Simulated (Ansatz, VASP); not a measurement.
Ti in VASP and in Ansatz

INCAR

```
SYSTEM = Ti
PREC = Accurate ; ENCUT = 520
EDIFF = 1E-6 ; ISMEAR = -1
SIGMA = 0.08 ; LREAL = .False.
LASPH = .True. ; NELM = 80
ALGO = Normal ; ISIF = 2
LWAVE = .False. ; LCHARG = .False.
GGA = PS ; NBANDS = 12
```

The input KPOINTS:

```
regular mesh
0
Gamma
  14 14 14
  0 0 0
```

File POSCAR:

```
Ti
1.0
    2.1893947306      0.0000000000      0.0000000000
    0.0000000000      2.1893947306      0.0000000000
    0.0000000000      0.0000000000      2.1893947306
Ti
1
Direct
    0.0000000000      0.0000000000      0.0000000000
```

Input for Ansatz:

```yaml
crystal:
  lattice:
    - [2.1893947306, 0.0, 0.0]
    - [0.0, 2.1893947306, 0.0]
    - [0.0, 0.0, 2.1893947306]
  atoms:
    - { symbol: Ti, position: [0.0, 0.0, 0.0] }
kpoints:
  mp_grid: { grid: [14, 14, 14] }
scf:
  occupations: { method: fermi_dirac, width: 0.08 }
hamiltonian:
  xc: pbesol
  pseudopotentials: { kind: all_electron, datasets: crystal }
output:
  forces: true
  stress: true
  eigenvalues: true
```

Change from the starting cell: volume scaled by 0.6, crystal datasets.

Alike in both runs: task single point; functional PBEsol; k mesh 14 × 14 × 14; occupations fermi-dirac, width 0.08 eV; no spin polarisation.

|  | VASP | Ansatz |
| --- | --- | --- |
| version | VASP 6.6.1 | Ansatz 0.2.0 |
| potentials or method | VASP PAW PBE potentials, release 64 (Ti_sv) | all-electron PAW with datasets made for the crystal, scalar-relativistic |
| plane-wave cutoff (eV) | 520 | see its input |

Ansatz gave:

| Quantity | Value |
| --- | --- |
| pressure (GPa) | 103.4 |

**Question.** What did VASP give for the same quantities?

**Answer.** Pressure (GPa): 105.4.

Ansatz ran all-electron here, so the differences hold the error of VASP's frozen core and of both bases.

Caveats: the cell as given lies far from equilibrium; so large a pressure means that the cell lies far from this level's equilibrium, or that cutoff or potentials fall short (VASP); the potentials were made for another functional, which shifts forces and pressure (VASP).
